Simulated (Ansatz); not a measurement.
# RbCl in Ansatz: the effect of functional

RbCl:

```
Rb Cl
1.0
     0.00000    3.33821    3.33821
     3.33821    0.00000    3.33821
     3.33821    3.33821    0.00000
Rb Cl
1 1
Cartesian
  0.0000 0.0000 0.0000
  3.3382 3.3382 3.3382
```

The cell isn't the ideal one: volume scaled by 1.06.

Alike in all runs:

* Program: Ansatz 0.2.0
* Task: single point
* Potentials or basis: Ansatz PAW
* k mesh: 7 × 7 × 7
* Occupations: fermi-dirac, width 0.05 eV
* Spin: no spin polarisation

**Question.** One run gave: gap on the mesh 5.46 eV; pressure -0.4 GPa. Which functional did it use?
A. PBE
B. LDA
C. r2SCAN

**Answer.** C.

```csv
functional,cutoff,gap on the mesh (eV),pressure (GPa)
LDA,420 eV (not typed: the program's choice for these potentials),4.42,-2.1
PBE,420 eV (not typed: the program's choice for these potentials),4.87,0.1
r2SCAN,500 eV (not typed: the program's choice for these potentials),5.46,-0.4
```

Caveats: odd divisions of the mesh miss points on the zone boundary, where band edges often lie, so the gap on the mesh can be too wide; the PAW data sets come from PBE, with cores solved anew for the run's functional, which leaves a small shift of forces and pressure (some runs).

A k mesh can miss the band edges.
